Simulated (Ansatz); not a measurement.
# HfO₂: stable or not

It was relaxed at this level from a cell as deposited in COD.

Method: Ansatz 0.2.0, DFT PBE, scalar-relativistic, plane waves, PAW. Settings of the last relaxation (3-atom cell): 420 eV, 8×8×8 k points, Gaussian smearing of 0.02 eV, no spin polarisation.

```
Hf O
1.0
     0.00000    2.54881    2.54881
     2.54881    0.00000    2.54881
     2.54881    2.54881    0.00000
Hf O
1 2
Direct
  0.00000 0.00000 0.00000
  0.25000 0.25000 0.25000
  0.75000 0.75000 0.75000
```

The zero of energy is the elements' standard structures at the same level (O₂ as a molecule); no fitted shifts are applied.

Question: These tests were run: energy against the elements; phonons at Γ; elastic tensor. What do they show?

Answer:

```tsv
test	result
energy against the elements	−3.371 eV/atom
phonons at Γ	lowest optical mode 216 cm⁻¹
elastic tensor	least eigenvalue 65 GPa
```

It fails none of these tests. Competing phases weren't compared here. Phonons away from Γ weren't computed.

Spin–orbit coupling, which can matter for Hf, is left out. The run for the phonons used an 8×8×8 k mesh. The run for the elastic tensor used an 8×8×8 k mesh. Another cell of HfO2 relaxed alike, in P4_2/mnm (a Materials Project cell), lies 64 meV/atom lower, so this cell isn't the stable form at this level.
